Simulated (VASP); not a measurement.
A run of VASP 6.6.1 is set up as follows.

The input INCAR:

```
SYSTEM = MoSe2
  PREC = Accurate
  ENCUT = 520
  EDIFF = 1E-7
  ISMEAR = 0
  SIGMA = 0.011
  LREAL = .False.
  LASPH = .True.
  NELM = 100
  ALGO = Normal
  ISIF = 2
  LWAVE = .False.
  LCHARG = .False.
  GGA = PE
  NBANDS = 35
```

Contents of KPOINTS:

```
regular mesh
0
Gamma
  9 9 2
  0 0 0
```

Contents of POSCAR:

```
MoSe2
1.0
    3.2880000000      0.0000000000      0.0000000000
   -1.6440000000      2.8474915276      0.0000000000
    0.0000000000      0.0000000000     12.9000000000
Mo Se
2 4
Direct
    0.6666666667      0.3333333333      0.7500000000
    0.3333333333      0.6666666667      0.2500000000
    0.6666666667      0.3333333333      0.3750000000
    0.3333333333      0.6666666667      0.8750000000
    0.6666666667      0.3333333333      0.1250000000
    0.3333333333      0.6666666667      0.6250000000
```

Potentials or basis: VASP PAW PBE potentials, release 64 (Mo_sv, Se).

Command:

```sh
$ cat potpaw_PBE.64/Mo_sv/POTCAR potpaw_PBE.64/Se/POTCAR > POTCAR
$ mpirun -np 1 vasp_std > vasp.out
```

Task: Estimate the largest force.

Result: 1.145 eV/Å.

Task: What does it give for the band gap on the k mesh?

Result: 0.88 eV, indirect (least direct gap 1.38 eV).

Task: Predict the pressure.

Result: 8.3 GPa.

Forces on the atoms (eV/Å):
```
Mo   0.000  0.000  0.000
Mo   0.000  0.000  0.000
Se   0.000  0.000  1.145
Se   0.000  0.000  1.145
Se   0.000  0.000 -1.145
Se   0.000  0.000 -1.145
```

Caveat: an odd mesh through Γ misses points on the zone boundary, where band edges often lie; the cell's inner coordinates are idealised or old, which leaves forces on the atoms; this functional lacks dispersion, which binds the layers, so the pressure and a relaxed spacing across them are unreliable.
